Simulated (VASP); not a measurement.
Computed with PBE GGA, VASP's PBE PAW potentials (set 64) (plane waves; VASP).

VASP input:

### INCAR
```
SYSTEM=InN
PREC=Accurate; ENCUT=600; LREAL=.FALSE.
LASPH=.TRUE.
EDIFF=1E-7; NELM=100; ALGO=Normal
LMAXMIX=4
ISMEAR=1; SIGMA=0.1
GGA=PE
IBRION=2; NSW=40; ISIF=3
EDIFFG=-0.01; PSTRESS=100
LWAVE=.FALSE.; LCHARG=.FALSE.
```

KPOINTS:
```
Automatic
0
gamma
  12 12 12
```

POSCAR:
```
InN
1
    0.0000000000     2.5260545661     2.5260545661
    2.5260545661     0.0000000000     2.5260545661
    2.5260545661     2.5260545661     0.0000000000
In N
1 1
Direct
  0.0000000000   0.0000000000   0.0000000000
  0.2500000000   0.2500000000   0.2500000000
```

POTCAR, in this order: In_d N (PBE.64 set). Program: vasp_std.

The resulting files:

### OSZICAR
```
       N       E                     dE             d eps       ncg     rms          rms(c)
DAV:   1     0.140775625194E+03    0.14078E+03   -0.10145E+04  1887   0.204E+03
DAV:   2    -0.179856535224E+00   -0.14096E+03   -0.13413E+03  2052   0.405E+02
DAV:   3    -0.125703508109E+02   -0.12390E+02   -0.12205E+02  2315   0.118E+02
DAV:   4    -0.129035466552E+02   -0.33320E+00   -0.33278E+00  2068   0.212E+01
DAV:   5    -0.129176643214E+02   -0.14118E-01   -0.14117E-01  2584   0.412E+00    0.970E+00
DAV:   6    -0.107351367935E+02    0.21825E+01   -0.82639E+00  2848   0.508E+01    0.531E+00
DAV:   7    -0.107025164071E+02    0.32620E-01   -0.60502E-01  1923   0.101E+01    0.212E+00
DAV:   8    -0.106903553494E+02    0.12161E-01   -0.10344E-01  2287   0.326E+00    0.585E-01
DAV:   9    -0.106868108760E+02    0.35445E-02   -0.94498E-03  2928   0.189E+00    0.233E-01
DAV:  10    -0.106873065153E+02   -0.49564E-03   -0.15761E-03  1982   0.402E-01    0.846E-02
DAV:  11    -0.106873406719E+02   -0.34157E-04   -0.71101E-05  2466   0.102E-01    0.181E-02
DAV:  12    -0.106873401797E+02    0.49213E-06   -0.30026E-05  2153   0.556E-02    0.137E-02
DAV:  13    -0.106873392571E+02    0.92265E-06   -0.42914E-06  2754   0.418E-02    0.462E-03
DAV:  14    -0.106873391285E+02    0.12859E-06   -0.35111E-07  1927   0.706E-03    0.153E-03
DAV:  15    -0.106873391274E+02    0.10573E-08   -0.11588E-08   996   0.184E-03
   1 F= -.86752482E+01 E0= -.86752846E+01  d E =-.867525E+01
       N       E                     dE             d eps       ncg     rms          rms(c)
DAV:   1    -0.142634857728E+02   -0.35761E+01   -0.80502E+01  2267   0.214E+02    0.179E+01
DAV:   2    -0.107690871258E+02    0.34944E+01   -0.78326E+00  2247   0.929E+01    0.405E+00
DAV:   3    -0.103954083439E+02    0.37368E+00   -0.94594E-01  2272   0.329E+01    0.307E+00
DAV:   4    -0.103730701571E+02    0.22338E-01   -0.13721E-01  2875   0.846E+00    0.152E+00
DAV:   5    -0.103759888588E+02   -0.29187E-02   -0.26251E-02  2634   0.318E+00    0.259E-01
DAV:   6    -0.103751532033E+02    0.83566E-03   -0.24582E-03  2862   0.170E+00    0.273E-01
DAV:   7    -0.103749943815E+02    0.15882E-03   -0.75478E-04  2421   0.618E-01    0.153E-01
DAV:   8    -0.103750470328E+02   -0.52651E-04   -0.15583E-04  2671   0.256E-01    0.284E-02
DAV:   9    -0.103750487622E+02   -0.17294E-05   -0.20746E-05  2312   0.619E-02    0.178E-02
DAV:  10    -0.103750486527E+02    0.10948E-06   -0.37702E-07  2154   0.653E-03    0.147E-02
DAV:  11    -0.103750484695E+02    0.18318E-06   -0.17144E-06  2698   0.359E-02    0.154E-03
DAV:  12    -0.103750484259E+02    0.43586E-07   -0.16629E-07  1398   0.392E-03
   2 F= -.86440485E+01 E0= -.86440819E+01  d E =0.311997E-01
       N       E                     dE             d eps       ncg     rms          rms(c)
DAV:   1    -0.116160980677E+02   -0.12410E+01   -0.27240E+01  2232   0.150E+02    0.714E+00
DAV:   2    -0.107841259150E+02    0.83197E+00   -0.17062E+00  2237   0.350E+01    0.247E+00
DAV:   3    -0.106307274483E+02    0.15340E+00   -0.39060E-01  2332   0.228E+01    0.649E-01
DAV:   4    -0.106273989603E+02    0.33285E-02   -0.44974E-02  2517   0.291E+00    0.971E-01
DAV:   5    -0.106289624712E+02   -0.15635E-02   -0.17174E-03  2047   0.484E-01    0.132E+00
DAV:   6    -0.106257600739E+02    0.32024E-02   -0.41312E-03  1971   0.101E+00    0.154E-01
DAV:   7    -0.106258012715E+02   -0.41198E-04   -0.34061E-04  2382   0.182E-01    0.100E-01
DAV:   8    -0.106258022547E+02   -0.98318E-06   -0.83204E-06  2094   0.359E-02    0.789E-02
DAV:   9    -0.106258074275E+02   -0.51729E-05   -0.73162E-06  2292   0.477E-02    0.962E-03
DAV:  10    -0.106258077615E+02   -0.33399E-06   -0.17275E-06  2867   0.190E-02    0.996E-03
DAV:  11    -0.106258072959E+02    0.46565E-06   -0.63656E-07  2277   0.114E-02    0.623E-03
DAV:  12    -0.106258074105E+02   -0.11468E-06   -0.49416E-08   966   0.393E-03    0.200E-03
DAV:  13    -0.106258073850E+02    0.25570E-07   -0.69609E-09   941   0.160E-03
   3 F= -.87490250E+01 E0= -.87490576E+01  d E =-.737768E-01
       N       E                     dE             d eps       ncg     rms          rms(c)
DAV:   1    -0.106234990290E+02    0.23084E-02   -0.78829E-03  2257   0.237E+00    0.137E-01
DAV:   2    -0.106232249875E+02    0.27404E-03   -0.55484E-04  2242   0.677E-01    0.408E-02
DAV:   3    -0.106231830642E+02    0.41923E-04   -0.10768E-04  2362   0.380E-01    0.166E-02
DAV:   4    -0.106231833737E+02   -0.30952E-06   -0.11965E-05  2833   0.509E-02    0.190E-02
DAV:   5    -0.106231839130E+02   -0.53934E-06   -0.58431E-07  2765   0.840E-03    0.947E-03
DAV:   6    -0.106231845571E+02   -0.64411E-06   -0.18072E-07  2003   0.148E-02    0.163E-03
DAV:   7    -0.106231846828E+02   -0.12564E-06   -0.56336E-08   941   0.275E-03    0.586E-04
DAV:   8    -0.106231846646E+02    0.18176E-07   -0.10747E-08   951   0.157E-03
   4 F= -.87490447E+01 E0= -.87490773E+01  d E =-.737964E-01
```

OUTCAR:
```
------------------------ aborting loop because EDIFF is reached ----------------------------------------
  FORCE on cell =-STRESS in cart. coord.  units (eV):
  Direction    XX          YY          ZZ          XY          YZ          ZX
  --------------------------------------------------------------------------------------
  Total        1.8833714      1.8833714      1.8833714      0.0000000      0.0000000      0.0000000
  in kB      100.4925688    100.4925688    100.4925688      0.0000000      0.0000000      0.0000000
  external PRESSURE =       0.4925688 kB  Pullay stress =     100.0000000 kB
  volume of cell :       30.03
      direct lattice vectors                 reciprocal lattice vectors
    -0.000000000  2.466952987  2.466952987    -0.202679177  0.202679177  0.202679177
     2.466952987  0.000000000  2.466952987     0.202679177 -0.202679177  0.202679177
     2.466952987  2.466952987  0.000000000     0.202679177  0.202679177 -0.202679177
 POSITION                                       TOTAL-FORCE (eV/Angst)
 -----------------------------------------------------------------------------------
      2.46695      2.46695      4.93391        -0.000000     -0.000000     -0.000000
      1.23348      1.23348      1.23348         0.000000      0.000000      0.000000
 -----------------------------------------------------------------------------------
    total drift:                                0.000000      0.000000      0.000000
  FREE ENERGIE OF THE ION-ELECTRON SYSTEM (eV)
  ---------------------------------------------------
  free  energy   TOTEN  =       -10.6231846646 eV

  energy  without entropy=      -10.6232824757  energy(sigma->0) =      -10.62321727
  enthalpy is  TOTEN    =        -8.7490446517 eV   P V=        1.8741400129

 reached required accuracy - stopping structural energy minimisation
```
(Selected blocks of OUTCAR.)

File CONTCAR:
```
InN
   1.00000000000000
    -0.0000000000000000    2.4669529873482032    2.4669529873482032
     2.4669529873482032    0.0000000000000000    2.4669529873482032
     2.4669529873482032    2.4669529873482032    0.0000000000000000
  In              N
     1     1
Direct
     1.0000000000000000    1.0000000000000000    0.0000000000000000
     0.2500000000000000    0.2500000000000000    0.2500000000000000
```

File OUTCAR:
```
 val. band max:        6.9342273873   @ k =   0.0000   0.0000   0.0000

 cond. band min:       7.6772475608   @ k =   0.0833   0.0000   0.0000


 Fermi energy:         6.9465148462

 k-point     1 :       0.0000    0.0000    0.0000
  band No.  band energies     occupation
      1      -7.9041      2.00000
      2      -6.5282      2.00000
      3      -6.5282      2.00000
      4      -6.5282      2.00000
      5      -6.1095      2.00000
      6      -6.1095      2.00000
      7       6.6257      2.00006
      8       6.9342      1.20625
      9       6.9342      1.20625
     10       6.9342      1.20624
     11      16.5595      0.00000
     12      16.5595      0.00000
     13      16.5595      0.00000

 k-point     2 :       0.0833    0.0000    0.0000
  band No.  band energies     occupation
      1      -7.9013      2.00000
      2      -6.5147      2.00000
      3      -6.5147      2.00000
      4      -6.4467      2.00000
      5      -6.1107      2.00000
      6      -6.1107      2.00000
      7       5.7762      2.00000
      8       6.8688      1.96799
      9       6.8688      1.96799
     10       7.6772     -0.00000
     11      16.0744      0.00000
     12      16.6452      0.00000
     13      16.6452      0.00000

 k-point     3 :       0.1667    0.0000    0.0000
  band No.  band energies     occupation
      1      -7.9075      2.00000
      2      -6.4808      2.00000
      3      -6.4808      2.00000
      4      -6.1887      2.00000
      5      -6.1103      2.00000
      6      -6.1103      2.00000
      7       4.6590      2.00000
      8       6.6950      2.00216
      9       6.6950      2.00216
     10       8.4809     -0.00000
     11      15.1386      0.00000
     12      16.8142      0.00000
     13      16.8142      0.00000

 k-point     4 :       0.2500    0.0000    0.0000
  band No.  band energies     occupation
      1      -7.9391      2.00000
      2      -6.4443      2.00000
      3      -6.4443      2.00000
...
```

Energy and stress use the plane-wave basis of the starting cell. Unless said otherwise, spin-orbit coupling is left out, though it shifts the bands of the heavy elements here.

The compound is InN in the zinc blende structure, a metastable form; wurtzite is the usual one. This run relaxes it under an external pressure of 10 GPa. Symmetry was kept, so distortions that lower it aren't found.
